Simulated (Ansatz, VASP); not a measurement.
## Ir in VASP and in Ansatz

```xyz
1
Lattice="0.0000 1.9156 1.9156 1.9156 0.0000 1.9156 1.9156 1.9156 0.0000" Properties=species:S:1:pos:R:3 pbc="T T T"
Ir    0.0000    0.0000    0.0000
```

Alike in both runs: task single point; functional r2SCAN; k mesh 12 × 12 × 12; occupations fermi-dirac, width 0.05 eV; no spin polarisation.

```csv
,VASP,Ansatz
version,VASP 6.6.1,Ansatz 0.2.0
potentials or method,"VASP PAW PBE potentials, release 64 (Ir)",Ansatz PAW
plane-wave cutoff (eV),520,500
valence electrons in the cell,9,17
```

```tsv
	VASP	Ansatz	Ansatz less VASP
gap on the k mesh at the Fermi level (eV)	none	none	-
pressure (GPa)	6.1	3.5	-2.62
```

A gap of «none» marks a metal or a gap that the smearing closes. The functional is the same, so the differences come from potentials, cutoffs and numerics. The two sets of potentials don't hold the same shells in valence.

Caveats: the PAW data sets were made with another functional, which shifts forces and pressure a little (VASP); the PAW data sets come from PBE, with cores solved anew for the run's functional, which leaves a small shift of forces and pressure (Ansatz). The runs have no spin-orbit coupling, so splittings on Ir are missing.
